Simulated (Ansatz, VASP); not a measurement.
# Cu in VASP and in Ansatz

```
Cu
1.0
     0.00000    1.77302    1.77302
     1.77302    0.00000    1.77302
     1.77302    1.77302    0.00000
Cu
1
Direct
  0.00000 0.00000 0.00000
```

Alike in both runs: task single point; functional PBEsol; k mesh 12 × 12 × 12; occupations fermi-dirac, width 0.06 eV; no spin polarisation.

|  | VASP | Ansatz |
| --- | --- | --- |
| version | VASP 6.6.1 | Ansatz 0.2 development build |
| potentials or method | VASP PAW PBE potentials, release 64 (Cu), cutoff 520 eV | all-electron full-potential LAPW, scalar-relativistic |

Ansatz gave:

| Item | Value |
| --- | --- |
| pressure (GPa) | 2.5 |

Task: Estimate VASP's values.

Result: Pressure (GPa): 3.3.

Ansatz ran all-electron here, so the differences hold the error of VASP's frozen core and of both bases.

Caveats: the PAW data sets were made with another functional, which shifts forces and pressure a little (VASP).
